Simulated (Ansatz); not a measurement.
Bi:

```
Bi
1.0
    -1.98143    1.98143    1.98143
     1.98143   -1.98143    1.98143
     1.98143    1.98143   -1.98143
Bi
1
Direct
  0.00000 0.00000 0.00000
```

This isn't the form of Bi at room conditions, which is rhombohedral.

Below is the output of Ansatz 0.2.0 for this cell. Logs are shortened: lines on timing, memory, paths and dates and some standing lists are left out, and cuts for length are marked.

```text
Warning: RAYON_NUM_THREADS=2 ignored (pool sized by the plan → 2); use --threads N
scf.n_extra_bands = 6 over 15 filled bands (N_el = 15.0): the run solves 21 bands
Engine: ansatz 0.2.0, x86_64-unknown-linux-gnu
Pseudopotentials: kind: paw_fr
Pseudopotential: Bi, paw_fr, valence charge 15, recommended cutoff 420 eV (normal), Bi.paw.azcp#standard-fr
Functional definition: PBEsol
  exchange = pbesol_x
  correlation = pbesol_c
non-collinear run that drives no moment, with spin-orbit: no starting moment large enough to seed its density (crystal.atoms[].spin), no starting occupations that ask for one, no magnetisation constraint and no magnetic field, so the semilocal B_xc is pinned to zero
Crystal: 1 atoms, lattice volume = 31.117 Å³
Basis set: ecut = 420 eV, 603 PW (Γ), exchange–correlation on 48×48×48 points (8 copies of the dense FFT grid, shifted against one another)
Bands: 21, of which v1, the nominal top of the filled ones, is band 15 counted from 1 (14 counted from 0)
Symmetry: 48 space group operations + 48 with time reversal
Magnetic group: BNS 229.141 (UNI 1643), of the structure as read, at distance tolerance 3.1e-5 Å
k-points: 20 of 343
Projection manifold: j_resolved (fully-relativistic pseudo-atomic orbitals)
Non-local potential: Bi, projectors of the file, l = 0: 2, l = 1: 4, l = 2: 4, l = 3: 4
PAW form: soft (Blöchl's): semilocal exchange-correlation on the pseudo side does not see the compensation charge
PAW frozen core: Bi, regenerated for the run's functional, and the local potential with it (the file was generated under x = pbe(κ = 0.804, μ = 0.2195149727645171), c = pbe(β = 0.06672455060314922))
PAW one-centre angular grid: Bi, 590 points (default); XC on 64 Gauss nodes
Initial density: superposition of atomic densities (chi_scale 0.1, normalization cell)
Initial wavefunctions: pseudopotential atomic-orbital guess
Functional: x = pbesol(κ = 0.804, μ = 0.12345679012345678), c = pbesol(β = 0.046)
SCF iter   1: F=—  HF=-12282.811972 eV  |F-HF|=—  |Δ(HF+E_count)|=         —  Δρ=4.61e-3  dr2=7.12e-3  dr2_m=0.00e0 (ungated)  ethr=3.10e-3  |M|=0.00e0 ∫|m|=0.00e0 μB  |m|>n=0.0e0 m-floor=0.0e0 τ_xc=0.0e0  β_m=0.30  ⟨swp⟩=9.0  Hψ=2687  notcnv=0  defer=2
preconditioner: auto → none  [insulator: Δε(μ)=0.435 eV  Ē_g=21.982 eV  σ=0.050 eV  W_gap=0.93  n_scr=12 (ndim 8)  ℏωp=25.8 eV  f_vac=0.000  D(μ)=0.50/eV (n_scr^D=0)  ε∞_Penn≈2.4]
SCF iter   2: F=—  HF=-12282.810661 eV  |F-HF|=—  |Δ(HF+E_count)|=   1.31e-3  Δρ=3.19e-3  dr2=3.39e-3  dr2_m=0.00e0 (ungated)  ethr=4.75e-5  |M|=0.00e0 ∫|m|=0.00e0 μB  |m|>n=0.0e0 m-floor=0.0e0 τ_xc=0.0e0  β_m=0.63  ⟨swp⟩=2.4  Hψ=743  notcnv=0  defer=19
[... 8 lines left out ...]
NSCF: frozen V_eff on 86 k-points
SCF converged after 8 iterations
Magnetization: |M| = 0.0000 μB,  M = (+0.0000, +0.0000, +0.0000) μB
Absolute magnetization: 0.0000 μB (∫|m|)
  site 0: m = (+0.0000, +0.0000, +0.0000) μB, |m| = 0.0000 μB  (R = 1.42 Å)
Free energy (F): -12282.810677 eV
Harris-Foulkes:  -12282.810677 eV  (|F-HF|=4.73e-11)
Internal energy: -12282.805444 eV  (E = F + TS)
E sigma→0 (E₀):  -12282.808061 eV
Entropy (-TS):   -0.005233 eV (-5.233 meV/atom)
Fermi energy:    11.709435 eV
--- Per-component energies (eV) ---
  E_band       = -81.642005
  E_kinetic    = 304.169334
  E_local      = -1404.983890  (includes V_loc(G=0)·N_el)
  E_nonlocal   = 562.966923
  E_hartree    = 444.814366
  E_xc         = -150.886397
  E_vxc        = -144.682330  (∫ρ·V_xc dr)
  E_paw        = -10551.321692  (= ΣΔE_a)
  E_vpaw       = -288.740077  (= ΣTr[D̂ρ^β])
  E_aug_tail   = -0.000404  (compensation charges beyond the density's cutoff)
  E_ewald      = -1487.665842
  E_core_change = 0.102159  (= ΣΔE_core)
  E_smearing   = -0.005233  (= −TS)
  E_closure    = 0.000000  (closes the sum)
  Σ components = -12282.810677   (vs F -12282.810677, Δ=0.00e0)
--- Forces (eV/Å), atoms counted from 1 ---
  atom   1  Bi    -0.00000000    -0.00000000    -0.00000000
  max |Σ_I F_I| component: 2.50e-25 eV/Å
--- Stress (GPa, compression-positive) ---
       -0.343212      -0.000000       0.000000
        0.000000      -0.343212      -0.000000
        0.000000      -0.000000      -0.343212
  P = ⅓ Tr σ = -0.3432 GPa (-3.432 kbar)
--- Band table (eV; the first three rows and the last of 20) ---
  k-point 0: bands = ["-12.8541", "-12.8541", "-12.8541", "-12.8541", "-9.9304", "-9.9304", "-9.8380", "-9.8380", "-9.8380", "-9.8380", "-1.8465", "-1.8465", "13.9760", "13.9760", "17.8356", "17.8356", "17.8356", "17.8356", "20.7937", "20.7937", "22.0398"]
  k-point 1: bands = ["-12.8521", "-12.8521", "-12.8436", "-12.8436", "-9.9143", "-9.9143", "-9.8452", "-9.8452", "-9.8242", "-9.8242", "-1.4759", "-1.4759", "12.7239", "12.7239", "15.5687", "15.5687", "17.1084", "17.1084", "19.9286", "19.9286", "20.8500"]
  k-point 2: bands = ["-12.8480", "-12.8480", "-12.8212", "-12.8212", "-9.8932", "-9.8932", "-9.8508", "-9.8508", "-9.7873", "-9.7873", "-0.4157", "-0.4157", "9.5490", "9.5490", "13.7277", "13.7277", "16.0147", "16.0147", "18.3830", "18.3830", "19.7814"]
  k-point 19: bands = ["-12.8063", "-12.8063", "-12.8045", "-12.8045", "-9.8479", "-9.8479", "-9.8439", "-9.8439", "-9.7186", "-9.7186", "3.0346", "3.0346", "8.3709", "8.3709", "10.2573", "10.2573", "10.6188", "10.6188", "15.2657", "15.2657", "16.2437"]
```

**Question.** Write the input and the command behind it.

**Answer.** Band structure with PBEsol, spin-orbit coupling, no magnetisation. The files as run (others can give the same):

input.yaml
```yaml
crystal:
  lattice:
    - [-1.9814305318, 1.9814305318, 1.9814305318]
    - [1.9814305318, -1.9814305318, 1.9814305318]
    - [1.9814305318, 1.9814305318, -1.9814305318]
  atoms:
    - { symbol: Bi, position: [0.0, 0.0, 0.0] }
hamiltonian:
  xc: pbesol
  pseudopotentials: { kind: paw_fr }
magnetization:
  noncollinear: true
  spin_orbit: true
kpoints:
  mp_grid: { grid: [7, 7, 7] }
  band_path:
    path:
      - [[0.0, 0.0, 0.0], [0.5, -0.5, 0.5], [0.0, 0.0, 0.5], [0.0, 0.0, 0.0], [0.25, 0.25, 0.25], [0.5, -0.5, 0.5]]
      - [[0.25, 0.25, 0.25], [0.0, 0.0, 0.5]]
    npoints: 14
scf:
  occupations: { method: fermi_dirac, width: 0.05 }
  n_extra_bands: 6
output:
  forces: true
  stress: true
  eigenvalues: true
  fatbands: true
```

Potentials or basis: Ansatz PAW.
Command:
```console
$ ansatz run input.yaml --threads 2 --pin off --max-ram 5632MiB --backend cpu --events-out ev --progress --plain --runs-dir out
```

Caveat: the PAW data sets come from PBE, with cores solved anew for the run's functional, which leaves a small shift of forces and pressure.
